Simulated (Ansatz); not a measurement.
# TiO2: electron density at the nuclei under pressure

```
Ti O
1.0
     4.59400    0.00000    0.00000
     0.00000    4.59400    0.00000
     0.00000    0.00000    2.95900
Ti O
2 4
Direct
  0.00000 0.00000 0.00000
  0.50000 0.50000 0.50000
  0.30600 0.30600 0.00000
  0.19400 0.80600 0.50000
  0.69400 0.69400 0.00000
  0.80600 0.19400 0.50000
```

Atoms are numbered in the order listed.

Conventional cell: a = 4.594 Å, b = 4.594 Å, c = 2.959 Å, α = 90.00°, β = 90.00°, γ = 90.00°. Ti (atom 1) is surrounded by 6 O at 1.94 to 1.99 Å. O (atom 3) is surrounded by 3 Ti at 1.94 to 1.99 Å.

The geometry is COD entry 9007432, unchecked; take it as a test cell.

All numbers below come from DFT, PBE, all-electron PAW with datasets made for the crystal, scalar-relativistic in Ansatz 0.2.0.

The runs use a Γ-centred 7×7×10 k mesh, Fermi–Dirac smearing of 0.05 eV, cutoff 460 eV (chosen by the program for this cell), no spin polarisation.

The contact density is the mean electron density over the nuclear volume; its changes follow the s electrons' response to bonding and compression. Changes below are taken from the unscaled cell, where it is 56839.5 e/Å³ at Ti1, 2157.98 e/Å³ at O3.

Volumes at which the program chose other datasets or cutoffs are left out.

```tsv
V/V(cell)	P (GPa)	Δρ(0) Ti1 (e/Å³)	Δρ(0) O3 (e/Å³)
1.0000	5.4	0.00	0.00
1.0100	3.0	-0.16	0.03
1.0200	0.7	-0.31	0.05
1.0400	-3.6	?	?
1.0600	-7.5	?	0.17
```

Problem. What belongs in the row "1.0600", column "Δρ(0) Ti1 (e/Å³)"?

Solution. -0.90.

Problem. What belongs in the row "1.0400", column "Δρ(0) O3 (e/Å³)"?

Solution. 0.11.

Problem. What belongs in the row "1.0400", column "Δρ(0) Ti1 (e/Å³)"?

Solution. -0.61.

The datasets are made afresh for each cell, so very small changes are uncertain.
